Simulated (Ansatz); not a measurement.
# WS2 (CdCl2 (3R octahedral) bulk): Wannier functions and tight-binding models, part 3 of 3

Aim: build maximally localised Wannier functions for WS2 (CdCl2 (3R octahedral) bulk) from several sets of trial orbitals, and check spreads and centres, and how well the models interpolate the bands. The runs, in order: PBE, anion s p, 6×6×6; PBE, anion s p, 4×4×4; PBE, anion s p, 8×8×8; PBE, anion p, 6×6×6; PBE, metal d and anion p, 6×6×6; PBE, metal d and anion p, disentangled, 6×6×6; PBE, metal d, 6×6×6 (level, trial orbitals, Wannier mesh).

Ansatz 0.2.0; plane waves, PAW; no spin polarisation; no spin-orbit coupling unless a run is so named. Earlier steps stand in the parts before.

### 7 PBE, metal d and anion p, disentangled, 6×6×6

File input.yaml:

```yaml
crystal:
  lattice:
    - [1.5985959956, 0.9229498284, 6.0871024982]
    - [-1.5985959956, 0.9229498284, 6.0871024982]
    - [0.0, -1.8458996568, 6.0871024982]
  atoms:
    - { symbol: W, position: [0.0, 0.0, 0.0] }
    - { symbol: S, position: [0.2477300228, 0.2477300228, 0.2477300228] }
    - { symbol: S, position: [0.7522699772, 0.7522699772, 0.7522699772] }
kpoints:
  mp_grid: { grid: [8, 8, 8] }
  band_path:
    path:
      - [[0.0, 0.0, 0.0], [0.5, 0.5, 0.5], [0.8180068083208, 0.1819931916792, 0.5]]
      - [[0.5, -0.1819931916792, 0.1819931916792], [0.5, 9.847157417517e-17, -4.288641166765e-17], [0.0, 0.0, 0.0], [0.3409965958396, -0.3409965958396, 4.230319738108e-18]]
      - [[0.6590034041604, 2.138433569743e-16, 0.3409965958396], [0.5, 1.431643640529e-16, 0.5], [0.0, 0.0, 0.0]]
    npoints: 10
hamiltonian:
  xc: pbe
scf:
  occupations: { method: fermi_dirac, width: 0.02 }
  n_extra_bands: 11
output:
  forces: false
  stress: false
  eigenvalues: true
  wannier:
    kmesh: [6, 6, 6]
    projections: [{ species: W, l: d, shell: 5 }, { species: S, l: p, shell: 3 }]
    minimise: true
    write_hr: true
    conv_tol: 1.0e-08
    max_iter: 3000
    disentanglement: { window: [1.87, 20.87], frozen_window: [5.87, 12.87] }
  write_density: true
  write_potential: true
  elf: true
  volumetric_format: npy
```

The run is started by

```console
> ansatz run input.yaml --threads 4 --pin off --max-ram 3686MiB --backend cpu --events-out ev --progress --plain --runs-dir out
```

Standard output:

```text
Warning: RAYON_NUM_THREADS=4 ignored (pool sized by the plan → 4); use --threads N
basis.fft_grid_basis auto: the FFT boxes are laid along the combinations [[1, -1, 0], [0, 1, 0], [0, -1, 1]] of the cell's own vectors, 3.197, 6.361 and 3.197 Å long. The dense box has 24×45×24 points. Along the cell's own vectors, as sized, it would have 45×45×45, 3.52 times as many. Of the 12 symmetry operations that the crystal satisfies within crystal.symmetry.tolerance (time reversal apart; of a slab, those that keep its plane) the dense box along the cell's own vectors carries 12, and the one as laid loses 8 of those. basis.fft_grid_basis: typed keeps the cell's own vectors: state it where this run's energies or levels are differenced outside the engine with another run's, or held beside a run that keeps those vectors. Those combinations have planes normal to reciprocal vector 3, as the cell's own vectors have. Each planar average written beside output.write_density, output.write_potential has a row for each plane of the box: 24. The volumetric files lie along those combinations, not along the cell's own vectors: a cube or XSF file states them, and fields.json those of NumPy files.
scf.n_extra_bands = 11 over 13 filled bands (N_el = 26.0): the run solves 24 bands
[... 9 set-up lines as earlier in the session ...]
Crystal: 3 atoms, lattice volume = 53.886 Å³
Basis set: ecut = 420 eV, 1071 PW (Γ), FFT grids on a1−a2, a2, −a2+a3
Bands: 24, of which v1, the nominal top of the filled ones, is band 13 counted from 1 (12 counted from 0)
[... 2 set-up lines as earlier in the session ...]
k-points: 65 of 512
[... 8 set-up lines as earlier in the session ...]
SCF iter   1: F=—  HF=-12190.504931 eV  |F-HF|=—  |Δ(HF+E_count)|=         —  Δρ=4.10e-3  dr2=1.67e-2  ethr=1.77e-3  ⟨swp⟩=6.0  Hψ=8544  notcnv=0  defer=48
preconditioner: auto → LDOS  [metal: Δε(μ)=0.015 eV  Ē_g=12.861 eV  σ=0.020 eV  W_gap=0.18  n_scr=16 (ndim 8)  ℏωp=21.5 eV  f_vac=0.011  D(μ)=2.22/eV (n_scr^D=22)  β→1.0]
SCF iter   2: F=—  HF=-12190.503787 eV  |F-HF|=—  |Δ(HF+E_count)|=   1.14e-3  Δρ=1.97e-3  dr2=3.44e-3  ethr=6.44e-5  ⟨swp⟩=3.1  Hψ=2952  notcnv=0  defer=290
SCF iter   3: F=—  HF=-12190.503009 eV  |F-HF|=—  |Δ(HF+E_count)|=   7.78e-4  Δρ=3.94e-4  dr2=1.66e-4  ethr=1.32e-5  ⟨swp⟩=2.0  Hψ=2129  notcnv=0  defer=290
SCF iter   4: F=—  HF=-12190.502985 eV  |F-HF|=—  |Δ(HF+E_count)|=   2.38e-5  Δρ=1.01e-4  dr2=5.62e-6  ethr=6.40e-7  ⟨swp⟩=2.0  Hψ=1753  notcnv=0  defer=290
SCF iter   5: F=—  HF=-12190.502990 eV  |F-HF|=—  |Δ(HF+E_count)|=   4.95e-6  Δρ=1.80e-5  dr2=1.84e-7  ethr=2.16e-8  ⟨swp⟩=2.3  Hψ=1813  notcnv=0  defer=290
SCF iter   6: F=-12190.502990 eV  HF=-12190.502990 eV  |F-HF|=2.28e-9  |Δ(HF+E_count)|=   6.44e-8  Δρ=3.46e-6  dr2=6.52e-9  ethr=3.85e-10  ⟨swp⟩=7.7  Hψ=5540  notcnv=0
SCF 1 converged in 6 iterations: F = -12190.502990 eV  dr2 = 6.52e-9
NSCF: frozen V_eff on 73 k-points
NSCF: frozen V_eff on 35 k-points
WARN: eigensolver did not converge in 4 slots of this pass, the one above among them; of largest residual over every band (k=1): 1 band(s) unlocked (lowest unlocked band 23, counted from 0; max residual 1.03e-5 eV among the unlocked bands, 1.03e-5 eV over every band); of lowest unlocked band (k=0): band 22
the Wannier pass solved 35 of the 216 points of its mesh, and has the states at the others by symmetry: states obtained by the crystal's operations at points that were solved too leave a residual of 3.82e-13 eV (read by the count's bands and the next), within 8.33e-6 eV
NSCF: frozen V_eff on 35 k-points
the Wannier pass solved 35 of the 216 points of its mesh, and has the states at the others by symmetry: states obtained by the crystal's operations at points that were solved too leave a residual of 5.32e-13 eV (read by the count's bands and the next), within 8.33e-6 eV
SCF converged after 6 iterations
Free energy (F): -12190.502990 eV
Harris-Foulkes:  -12190.502990 eV  (|F-HF|=2.28e-9)
Internal energy: -12190.500210 eV  (E = F + TS)
E sigma→0 (E₀):  -12190.501600 eV
Entropy (-TS):   -0.002780 eV (-0.927 meV/atom)
Fermi energy:    11.786115 eV
--- Per-component energies (eV) ---
  E_band       = -190.550566
  E_kinetic    = 666.030989
  E_local      = -1705.635717  (includes V_loc(G=0)·N_el)
  E_nonlocal   = 57.678491
  E_hartree    = 670.543750
  E_xc         = -461.779383
  E_vxc        = -414.557581  (∫ρ·V_xc dr)
  E_paw        = -9763.182704  (= ΣΔE_a)
  E_vpaw       = -135.151680  (= ΣTr[D̂ρ^β])
  E_aug_tail   = -0.000060  (compensation charges beyond the density's cutoff)
  E_ewald      = -1654.155576
  E_smearing   = -0.002780  (= −TS)
  E_closure    = -0.000000  (closes the sum)
  Σ components = -12190.502990   (vs F -12190.502990, Δ=0.00e0)
--- Band table (eV; the first three rows and the last of 65) ---
  k-point 0: bands = ["-63.1111", "-27.2959", "-27.2959", "-27.2953", "-3.9155", "-2.0178", "4.0412", "7.4954", "7.4954", "9.8206", "10.4844", "10.9331", "10.9331", "11.2489", "11.2489", "15.1525", "15.1525", "17.4171", "17.4171", "20.8359", "20.8359", "22.3395", "23.6611", "24.2466"]
  k-point 1: bands = ["-63.1088", "-27.3435", "-27.3070", "-27.2866", "-3.6475", "-1.9766", "4.3811", "6.9565", "7.6261", "9.2908", "9.9486", "10.0322", "10.5899", "11.7776", "12.1679", "14.6810", "15.0498", "18.2317", "18.4629", "20.3033", "21.5898", "22.1032", "22.7465", "23.7758"]
  k-point 2: bands = ["-63.1032", "-27.4569", "-27.3337", "-27.2657", "-2.9416", "-1.8463", "5.1464", "6.3994", "7.1079", "7.7107", "9.4268", "9.5713", "10.1302", "12.4690", "12.7941", "15.0020", "15.0869", "18.2393", "18.9554", "20.8982", "21.7321", "22.0916", "22.8316", "23.1936"]
  k-point 64: bands = ["-63.1111", "-27.2959", "-27.2959", "-27.2954", "-3.6549", "-2.4866", "5.1663", "7.5192", "7.5192", "7.5206", "10.9519", "10.9519", "11.1208", "11.1208", "11.6679", "15.2872", "15.2872", "17.4671", "18.6945", "21.0732", "21.0732", "21.5771", "22.9173", "24.4817"]
Wannier search: line search 1 of at most 3000: gauge-dependent spread (as the search counts it) 1.1403600 Å², largest recent change 2.8e-1 Å² and fall left 2.1e-4 Å² against conv_tol 1.0e-8 Å², 0 stops escaped
WARN: <dir> 240 periodic images of 236 elements of H(R) lie 4.88e-4 to 1.95e-3 Å beyond their element's nearest image, near the 9.77e-4 Å window within which an element is shared among its images; whether they share it moves the interpolated H(k) by 1.2e-2 eV (Frobenius norm, root mean square over the Brillouin zone); at the model's own mesh points H(k) does not change
```

It took 5.2 s on 4 threads of Arm Neoverse V2, shared host; peak memory 0.44 GiB.

The eigensolver's warning concerns residuals under 0.0001 eV, too small to move the results.

wannier.win, as written (k points left out):

```
! ansatz wannier90 interface
! projections by site (counted from 0) and shell: 0 5D, 1 3P, 2 3P
! states of the run's bands (counted from 1): 1-21
num_bands = 21
num_wann  = 11
num_iter  = 2000
conv_tol = 1e-8
conv_window = 5
dis_win_min = 1.87
dis_win_max = 20.87
dis_froz_min = 5.87
dis_froz_max = 12.87
dis_num_iter = 10000
guiding_centres = true
write_hr = true

begin unit_cell_cart
Ang
  1.5985959956128877  0.9229498283925592  6.0871024982
  -1.5985959956128877  0.9229498283925592  6.0871024982
  0.0  -1.8458996567851185  6.0871024982
end unit_cell_cart

begin atoms_frac
W  0.0  0.0  0.0
S  0.2477300228  0.2477300228  0.2477300228
S  0.7522699772  0.7522699772  0.7522699772
end atoms_frac

mp_grid = 6 6 6
```

The windows are typed on the program's own energy scale, on which the last band filled by count tops at 12.29 eV (the bands overlap, so it is not filled everywhere).

The head of wannier.spreads.toml:

```toml
omega_i_ang2 = 18.085849949422965
omega_d_ang2 = 0.001555662825140794
omega_od_ang2 = 1.0933756761921416
omega_total_ang2 = 19.180781288440247
least_projectability = 0.4055021357371379
b_vectors_match_mmn = true
n_iter = 75
converged = true
rejected_fitted_steps = 1
dis_converged = true
dis_n_iter = 161
dis_n_moved = 0
dis_level_miss = 0.0024775615123399297
```

The functions (centres in Å, on-site energies from the highest level of the last filled band):

```csv
n,x,y,z,spread (Å²),on-site (eV),nearest atoms,distance (Å)
1,0.000,0.000,0.000,1.661,-1.467,W1,0.00
2,0.000,0.000,0.000,2.036,0.427,W1,0.00
3,0.000,0.000,0.000,2.036,0.428,W1,0.00
4,0.000,0.000,0.000,1.661,-1.468,W1,0.00
5,0.000,0.000,0.000,1.658,-1.481,W1,0.00
6,0.000,0.000,4.408,1.753,-3.627,S2,0.12
7,-0.002,0.005,4.569,1.656,-3.368,S2,0.05
8,0.002,-0.005,4.570,1.656,-3.367,S2,0.05
9,0.000,0.000,13.853,1.753,-3.627,S3,0.12
10,0.003,-0.004,13.692,1.656,-3.367,S3,0.05
11,-0.004,0.004,13.692,1.656,-3.367,S3,0.05
```

The largest hoppings ⟨m, 0|H|n, R⟩, one of each Hermitian pair (signs follow the phases of the functions):

```csv
m,n,R,distance (Å),t (eV)
8,3,0 0 1,2.39,-1.668
10,2,1 0 1,2.39,1.653
11,3,1 1 0,2.39,1.577
7,2,0 1 0,2.39,-1.550
9,3,1 1 0,2.50,-1.212
6,2,0 1 0,2.50,1.212
6,3,0 0 1,2.50,1.211
9,2,1 0 1,2.50,-1.210
```

Interpolated bands at the corners of the path, eV from the highest level of the last filled band (the lowest 3 left out):

```csv
point,e4,e5,e6,e7,e8,e9,e10,e11
Γ,-2.47,-1.80,-1.35,-1.35,-1.04,-1.04,2.87,2.87
T,-4.77,-1.33,-1.33,-1.17,-1.17,-0.62,3.00,3.00
H_2,-5.27,-4.62,-4.14,-0.19,0.10,0.64,3.07,3.30
H_0,-5.28,-4.61,-4.15,-0.19,0.10,0.64,3.07,3.30
L,-4.96,-3.74,-2.56,-2.40,1.12,1.92,3.04,4.04
Γ,-2.47,-1.80,-1.35,-1.35,-1.04,-1.04,2.87,2.87
S_0,-5.16,-4.73,-4.17,-0.17,0.36,0.39,3.02,3.38
S_2,-5.16,-4.73,-4.17,-0.17,0.36,0.39,3.02,3.38
F,-4.86,-3.71,-2.91,-2.65,1.12,1.74,3.61,5.40
Γ,-2.47,-1.80,-1.35,-1.35,-1.04,-1.04,2.87,2.87
```

Along the path each interpolated band stays within 0.17, 0.02, 0.03, 0.03, 0.04, 0.02, 0.03, 0.05, 0.09, 0.21, 0.47 eV of the nearest computed level, from the lowest band up; bands outside the frozen window needn't match, and between the mesh's points a coarse mesh lets the others stray too.

### 8 PBE, metal d, 6×6×6

Edit input.yaml of step 7 so:

```diff
@@ -21,3 +21,3 @@
   occupations: { method: fermi_dirac, width: 0.02 }
-  n_extra_bands: 11
+  n_extra_bands: 6
 output:
@@ -28,3 +28,3 @@
     kmesh: [6, 6, 6]
-    projections: [{ species: W, l: d, shell: 5 }, { species: S, l: p, shell: 3 }]
+    projections: [{ species: W, l: d, shell: 5 }]
     minimise: true
@@ -33,6 +33 @@
     max_iter: 3000
-    disentanglement: { window: [1.87, 20.87], frozen_window: [5.87, 12.87] }
-  write_density: true
-  write_potential: true
-  elf: true
-  volumetric_format: npy
```

The run is started by

```console
> ansatz run input.yaml --threads 4 --pin off --max-ram 3686MiB --backend cpu --events-out ev --progress --plain --runs-dir out
```

Standard output:

```text
Warning: RAYON_NUM_THREADS=4 ignored (pool sized by the plan → 4); use --threads N
basis.fft_grid_basis auto: the FFT boxes are laid along the combinations [[1, 0, -1], [0, 1, -1], [0, 0, 1]] of the cell's own vectors, 3.197, 3.197 and 6.361 Å long. The dense box has 24×24×45 points. Along the cell's own vectors, as sized, it would have 45×45×45, 3.52 times as many. Of the 12 symmetry operations that the crystal satisfies within crystal.symmetry.tolerance (time reversal apart; of a slab, those that keep its plane) the dense box along the cell's own vectors carries 12, and the one as laid loses 8 of those. basis.fft_grid_basis: typed keeps the cell's own vectors: state it where this run's energies or levels are differenced outside the engine with another run's, or held beside a run that keeps those vectors.
scf.n_extra_bands = 6 over 13 filled bands (N_el = 26.0): the run solves 19 bands
[... 9 set-up lines as earlier in the session ...]
Crystal: 3 atoms, lattice volume = 53.886 Å³
Basis set: ecut = 420 eV, 1071 PW (Γ), FFT grids on a1−a3, a2−a3, a3
Bands: 19, of which v1, the nominal top of the filled ones, is band 13 counted from 1 (12 counted from 0)
[... 2 set-up lines as earlier in the session ...]
k-points: 65 of 512
[... 8 set-up lines as earlier in the session ...]
SCF iter   1: F=—  HF=-12190.504951 eV  |F-HF|=—  |Δ(HF+E_count)|=         —  Δρ=4.07e-3  dr2=1.62e-2  ethr=1.77e-3  ⟨swp⟩=6.1  Hψ=7214  notcnv=0
preconditioner: auto → LDOS  [metal: Δε(μ)=0.015 eV  Ē_g=9.967 eV  σ=0.020 eV  W_gap=0.18  n_scr=16 (ndim 8)  ℏωp=21.5 eV  f_vac=0.011  D(μ)=2.22/eV (n_scr^D=22)  β→1.0]
SCF iter   2: F=—  HF=-12190.503690 eV  |F-HF|=—  |Δ(HF+E_count)|=   1.26e-3  Δρ=1.88e-3  dr2=3.06e-3  ethr=6.22e-5  ⟨swp⟩=2.9  Hψ=2509  notcnv=0  defer=81
SCF iter   3: F=—  HF=-12190.503014 eV  |F-HF|=—  |Δ(HF+E_count)|=   6.75e-4  Δρ=3.93e-4  dr2=1.75e-4  ethr=1.18e-5  ⟨swp⟩=2.0  Hψ=1970  notcnv=0  defer=81
SCF iter   4: F=—  HF=-12190.502988 eV  |F-HF|=—  |Δ(HF+E_count)|=   2.62e-5  Δρ=1.00e-4  dr2=5.90e-6  ethr=6.73e-7  ⟨swp⟩=2.0  Hψ=1629  notcnv=0  defer=81
SCF iter   5: F=—  HF=-12190.502990 eV  |F-HF|=—  |Δ(HF+E_count)|=   2.27e-6  Δρ=1.76e-5  dr2=1.64e-7  ethr=2.27e-8  ⟨swp⟩=2.2  Hψ=1678  notcnv=0  defer=81
SCF iter   6: F=-12190.502990 eV  HF=-12190.502990 eV  |F-HF|=1.36e-9  |Δ(HF+E_count)|=   6.95e-8  Δρ=3.20e-6  dr2=5.37e-9  ethr=3.85e-10  ⟨swp⟩=6.4  Hψ=3753  notcnv=0
SCF 1 converged in 6 iterations: F = -12190.502990 eV  dr2 = 5.37e-9
NSCF: frozen V_eff on 73 k-points
NSCF: frozen V_eff on 35 k-points
WARN: eigensolver did not converge in 2 slots of this pass, the one above among them; of largest residual over every band (k=21): 1 band(s) unlocked (lowest unlocked band 18, counted from 0; max residual 3.49e-5 eV among the unlocked bands, 3.49e-5 eV over every band); of lowest unlocked band (k=5): band 18
the Wannier pass solved 35 of the 216 points of its mesh, and has the states at the others by symmetry: states obtained by the crystal's operations at points that were solved too leave a residual of 2.11e-13 eV (read by the count's bands and the next), within 8.33e-6 eV
NSCF: frozen V_eff on 35 k-points
the Wannier pass solved 35 of the 216 points of its mesh, and has the states at the others by symmetry: states obtained by the crystal's operations at points that were solved too leave a residual of 2.71e-13 eV (read by the count's bands and the next), within 8.33e-6 eV
SCF converged after 6 iterations
Free energy (F): -12190.502990 eV
Harris-Foulkes:  -12190.502990 eV  (|F-HF|=1.36e-9)
Internal energy: -12190.500210 eV  (E = F + TS)
E sigma→0 (E₀):  -12190.501600 eV
Entropy (-TS):   -0.002780 eV (-0.927 meV/atom)
Fermi energy:    11.786115 eV
--- Per-component energies (eV) ---
  E_band       = -190.550556
  E_kinetic    = 666.031005
  E_local      = -1705.635582  (includes V_loc(G=0)·N_el)
  E_nonlocal   = 57.678476
  E_hartree    = 670.543616
  E_xc         = -461.779399
  E_vxc        = -414.557600  (∫ρ·V_xc dr)
  E_paw        = -9763.182690  (= ΣΔE_a)
  E_vpaw       = -135.151664  (= ΣTr[D̂ρ^β])
  E_aug_tail   = -0.000060  (compensation charges beyond the density's cutoff)
  E_ewald      = -1654.155576
  E_smearing   = -0.002780  (= −TS)
  E_closure    = -0.000000  (closes the sum)
  Σ components = -12190.502990   (vs F -12190.502990, Δ=0.00e0)
--- Band table (eV; the first three rows and the last of 65) ---
  k-point 0: bands = ["-63.1111", "-27.2959", "-27.2959", "-27.2953", "-3.9155", "-2.0178", "4.0412", "7.4954", "7.4954", "9.8206", "10.4844", "10.9332", "10.9332", "11.2489", "11.2489", "15.1525", "15.1525", "17.4171", "17.4171"]
  k-point 1: bands = ["-63.1088", "-27.3435", "-27.3070", "-27.2866", "-3.6475", "-1.9766", "4.3811", "6.9565", "7.6261", "9.2908", "9.9486", "10.0322", "10.5899", "11.7776", "12.1679", "14.6810", "15.0498", "18.2317", "18.4629"]
  k-point 2: bands = ["-63.1032", "-27.4569", "-27.3337", "-27.2657", "-2.9416", "-1.8463", "5.1464", "6.3994", "7.1079", "7.7107", "9.4268", "9.5713", "10.1302", "12.4690", "12.7941", "15.0020", "15.0869", "18.2393", "18.9554"]
  k-point 64: bands = ["-63.1111", "-27.2959", "-27.2959", "-27.2954", "-3.6549", "-2.4866", "5.1663", "7.5192", "7.5192", "7.5206", "10.9519", "10.9519", "11.1208", "11.1208", "11.6679", "15.2872", "15.2872", "17.4671", "18.6945"]
Wannier search: line search 1 of at most 3000: gauge-dependent spread (as the search counts it) 0.6229747 Å², largest recent change 6.6e-2 Å² and fall left 2.1e-4 Å² against conv_tol 1.0e-8 Å², 0 stops escaped
```

Run time: 3.1 s. Hardware: 4 threads of Arm Neoverse V2, shared host; peak memory 0.38 GiB.

The eigensolver's warning concerns residuals under 0.0001 eV, too small to move the results.

wannier.win names the bands that the functions span: combinations of 7-17 (counted from 1; 13 are filled by count, though the bands overlap). Combinations are drawn from entangled bands, so such a model needn't follow any one band.

The head of wannier.spreads.toml:

```toml
omega_i_ang2 = 17.242124653079486
omega_d_ang2 = 0.000000000000000895124502160762
omega_od_ang2 = 0.5455312032397283
omega_total_ang2 = 17.787655856319216
least_projectability = 0.21570855941777353
b_vectors_match_mmn = true
n_iter = 64
converged = true
rejected_fitted_steps = 1
```

The functions (centres in Å, on-site energies from the highest level of the last filled band):

```csv
n,x,y,z,spread (Å²),on-site (eV),nearest atoms,distance (Å)
1,0.000,0.000,0.000,2.867,-2.267,W1,0.00
2,0.000,0.000,0.000,4.602,-3.526,W1,0.00
3,0.000,0.000,0.000,4.600,-3.524,W1,0.00
4,0.000,0.000,0.000,2.868,-2.265,W1,0.00
5,0.000,0.000,0.000,2.851,-2.290,W1,0.00
```

The largest hoppings ⟨m, 0|H|n, R⟩, one of each Hermitian pair (signs follow the phases of the functions):

```csv
m,n,R,distance (Å),t (eV)
4,4,1 -1 0,3.20,-0.909
1,1,0 1 -1,3.20,-0.904
5,5,1 0 -1,3.20,-0.849
4,3,1 -1 0,3.20,-0.746
3,4,1 -1 0,3.20,-0.746
1,2,0 1 -1,3.20,-0.740
2,1,0 1 -1,3.20,-0.740
1,5,1 -1 0,3.20,0.611
```

Interpolated bands at the corners of the path, eV from the highest level of the last filled band:

```csv
point,e1,e2,e3,e4,e5
Γ,-5.65,-4.57,-4.57,-1.34,-1.34
T,-5.59,-4.58,-4.58,-1.33,-1.33
H_2,-5.16,-4.31,-1.20,-0.48,0.01
H_0,-5.16,-4.31,-1.20,-0.48,0.01
L,-5.74,-5.12,-4.35,-0.78,1.12
Γ,-5.65,-4.57,-4.57,-1.34,-1.34
S_0,-4.99,-4.54,-1.91,-0.26,0.52
S_2,-4.99,-4.54,-1.91,-0.26,0.52
F,-5.55,-5.33,-4.28,-0.82,1.12
Γ,-5.65,-4.57,-4.57,-1.34,-1.34
```

Along the path each interpolated band stays within 1.49, 0.76, 1.79, 1.82, 0.99 eV of the nearest computed level, from the lowest band up.

Misses of an eV or more mean that the model does not follow those bands.

The least projectability is 0.22: some state is hardly reached by the trial orbitals.

### 9 All runs side by side

```csv
run,functions,total spread (Å²),invariant part (Å²),mean spread (Å²),largest miss of a band (eV),time
"PBE, anion s p, 6×6×6",8,13.630,11.781,1.704,0.58,3.4 s
"PBE, anion s p, 4×4×4",8,12.463,10.549,1.558,0.57,2.3 s
"PBE, anion s p, 8×8×8",8,14.494,12.678,1.812,0.61,5.5 s
"PBE, anion p, 6×6×6",6,14.324,13.761,2.387,0.58,3 s
"PBE, metal d and anion p, 6×6×6",11,21.568,20.108,1.961,0.51,3.9 s
"PBE, metal d and anion p, disentangled, 6×6×6",11,19.181,18.086,1.744,0.47,5.2 s
"PBE, metal d, 6×6×6",5,17.788,17.242,3.558,1.82,3.1 s
```

### 10 Results

This closing draws on all 3 parts.

```
                                                   quantity                                 value
                        total spread, PBE, anion s p, 6×6×6             13.63 Å² over 8 functions
                        total spread, PBE, anion s p, 4×4×4             12.46 Å² over 8 functions
                        total spread, PBE, anion s p, 8×8×8             14.49 Å² over 8 functions
                          total spread, PBE, anion p, 6×6×6             14.32 Å² over 6 functions
              total spread, PBE, metal d and anion p, 6×6×6            21.57 Å² over 11 functions
total spread, PBE, metal d and anion p, disentangled, 6×6×6            19.18 Å² over 11 functions
                          total spread, PBE, metal d, 6×6×6             17.79 Å² over 5 functions
                                   centres of the first set  0.34 to 0.74 Å from the nearest atom
```

**Reading.** With PBE, anion s p, 6×6×6 the 8 functions move off the atoms, with a mean spread of 1.70 Å²; 86 % of the total is gauge invariant. The total spread goes from 12.46 Å² on 4×4×4 to 14.49 Å² on 8×8×8: finite differences in k understate it on coarse meshes, while the largest miss of a band goes from 0.57 to 0.61 eV. The disentangled models miss some band by up to 0.5 eV, which may lie outside their frozen windows.
